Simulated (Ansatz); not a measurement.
## CoO: magnetovolume behaviour

All numbers below come from DFT PBE+U, scalar-relativistic, plane waves, PAW in Ansatz.

```yaml
crystal:
  lattice:
    - [0.00000, 2.31925, 2.31925]
    - [2.31925, 0.00000, 2.31925]
    - [2.31925, 2.31925, 0.00000]
  atoms:
    - { symbol: Co, position: [0.00000, 0.00000, 0.00000] }
    - { symbol: O, position: [0.25000, 0.25000, 0.25000] }
```

* plane-wave cutoff: 420 eV
* Γ-centred k-mesh: 14×14×14
* occupation rule: Gaussian smearing, 0.02 eV
* U_eff on Löwdin-orthogonalised atomic d orbitals: Co 3.32 eV
* list of starting moments (μB, in atom order): 3 0
* check for lower electronic states after the SCF: on

The cell is scaled evenly at fixed fractional positions, V₀ being the volume of the cell shown; start: ferromagnetic. The states are those that the runs reached from these starts; a lower one can exist. Energies are extrapolated to zero smearing.

Site moments are spin moments in atom-centred spheres that scale with the neighbour distance.

| V/V₀ | E above lowest (meV/atom) | P (GPa) | cell moment (μB) | site moments (μB) |
| --- | --- | --- | --- | --- |
| 0.800 | 299.5 | 46.7 | 3.00 | Co +2.35, O +0.26 |
| 0.860 | 129.4 | 27.1 | 3.00 | Co +2.40, O +0.23 |
| 0.920 | 37.6 | 13.0 | 3.00 | Co +2.44, O +0.22 |
| 0.960 | ? | ? | ? | ? |
| 1.000 | 0.0 | 0.0 | 3.00 | Co +2.48, O +0.20 |
| 1.040 | 7.5 | -4.7 | 3.00 | Co +2.50, O +0.19 |
| 1.100 | ? | ? | ? | ? |
| 1.180 | 121.8 | -15.0 | 3.00 | Co +2.57, O +0.17 |

(1) Fill in the withheld rows.

Results:

(1) The withheld rows:

```tsv
V/V₀	E above lowest (meV/atom)	P (GPa)	cell moment (μB)	site moments (μB)
0.960	8.7	5.8	3.00	Co +2.46, O +0.21
1.100	42.6	-10.1	3.00	Co +2.53, O +0.18
```

This zinc-blende form isn't the usual stable structure of the compound.

Cost: 8 runs of about 7.5 core-minutes in all, on Intel Xeon Processor @ 2.70GHz (shared hosts).